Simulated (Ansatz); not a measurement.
**Al interstitial in Al**

Method: DFT PBE, scalar-relativistic, plane waves, PAW in Ansatz 0.2.0. Settings: 420 eV cutoff, 6×6×6 k-mesh, Gaussian smearing of 0.10 eV, no spin polarisation.

Host crystal, relaxed:

```
Al
1.0
     0.00000    2.02081    2.02081
     2.02081    0.00000    2.02081
     2.02081    2.02081    0.00000
Al
1
Cartesian
  0.0000 0.0000 0.0000
```

Supercell of 27 atoms, rows in host cell vectors: 0 0 -3; 0 3 -3; 3 0 -3. Atoms relax at the host's cell from a start displaced at random by 0.06 Å near the defect, so other minima may exist. The cell is small, so energies carry finite-size errors of tenths of an eV. The host is a metal. Atoms are taken from and returned to the elements' standard states.

Defect: Al interstitial set at (0.500, 0.500, 0.500) of the host cell. In charge 0 some atom moved by up to 1.2 Å, so the relaxed defect can differ in kind from the start. Before relaxation its nearest neighbours are 6 Al at 2.02 Å.

| charge | E_f at the valence band top (eV) | moment (μB) | largest move (Å) | atoms near the site |
| --- | --- | --- | --- | --- |
| 0 | 3.68 | 0.00 | 1.16 | 1 Al at 2.34 Å, 4 Al at 2.44 Å, 1 Al at 2.77 Å |

Cost: 2 runs of about 53 core-minutes in all, on Intel Xeon Platinum 8488C (Sapphire Rapids) (shared hosts).